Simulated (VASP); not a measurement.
Crystal: Sb.

```
Sb
1.0
     3.12240    0.00000    0.00000
     0.00000    4.34752    0.00000
    -0.03891    0.00000    4.40585
Sb
2
Cartesian
  3.0573 3.2606 3.3433
  0.0262 1.0869 1.0625
```

This isn't the form of Sb at room conditions, which is rhombohedral.

| Property | Result |
| --- | --- |
| Program | VASP 6.6.1 |
| Task | relaxation of cell and atoms |
| Functional | PBEsol |
| Potentials or basis | VASP PAW PBE potentials, release 64 (Sb) |
| Cutoff | 300 eV |
| k mesh | 14 × 10 × 10 |
| Occupations | gaussian, width 0.1 eV |
| Spin | no spin polarisation |

At the start: pressure -2.2 GPa; volume 29.90 Å³/atom.

Problem. Where does the relaxation end?

Solution. Over 21 steps the energy falls by 12.3 meV/atom and the volume is 28.73 Å³/atom (-3.9 %); space group Pm-3m (No. 221, to 0.05 Å).

Step by step:
| step | energy change (eV) | largest force (eV/Å) | pressure (GPa) | volume (Å³) |
| --- | --- | --- | --- | --- |
| 1 | 0.0000 | 0.1045 | -2.15 | 59.81 |
| 2 | -0.0135 | 0.1811 | 1.32 | 56.40 |
| 3 | -0.0176 | 0.1590 | 0.10 | 57.47 |
| 4 | -0.0199 | 0.1289 | 0.09 | 57.43 |
| 5 | -0.0229 | 0.0415 | 0.13 | 57.34 |
| 6 | -0.0238 | 0.0213 | -0.12 | 57.54 |
| 7 | -0.0239 | 0.0227 | -0.06 | 57.49 |
| 8 | -0.0240 | 0.0207 | 0.03 | 57.41 |
| 9 | -0.0240 | 0.0199 | 0.09 | 57.36 |
| 10 | -0.0240 | 0.0194 | 0.08 | 57.37 |
| 11 | -0.0242 | 0.0194 | 0.04 | 57.41 |
| 12 | -0.0242 | 0.0249 | -0.04 | 57.49 |
| 13 | -0.0242 | 0.0226 | -0.02 | 57.46 |
| 14 | -0.0243 | 0.0224 | -0.02 | 57.47 |
| 15 | -0.0244 | 0.0229 | -0.05 | 57.49 |
| 16 | -0.0244 | 0.0193 | 0.01 | 57.44 |
| 17 | -0.0245 | 0.0156 | 0.07 | 57.38 |
| 18 | -0.0245 | 0.0091 | -0.01 | 57.45 |
| 19 | -0.0245 | 0.0064 | -0.04 | 57.49 |
| 20 | -0.0245 | 0.0070 | -0.04 | 57.48 |
| 21 | -0.0245 | 0.0017 | -0.01 | 57.46 |

Final structure:
```xyz
2
Lattice="3.0656 0.0000 0.0152 0.0000 4.3290 0.0000 -0.0167 0.0000 4.3295" Properties=species:S:1:pos:R:3 pbc="T T T"
Sb   -0.0112    3.2467    3.2469
Sb    3.0601    1.0822    1.0978
```

Caveat: the PAW data sets were made with another functional, which shifts forces and pressure a little.
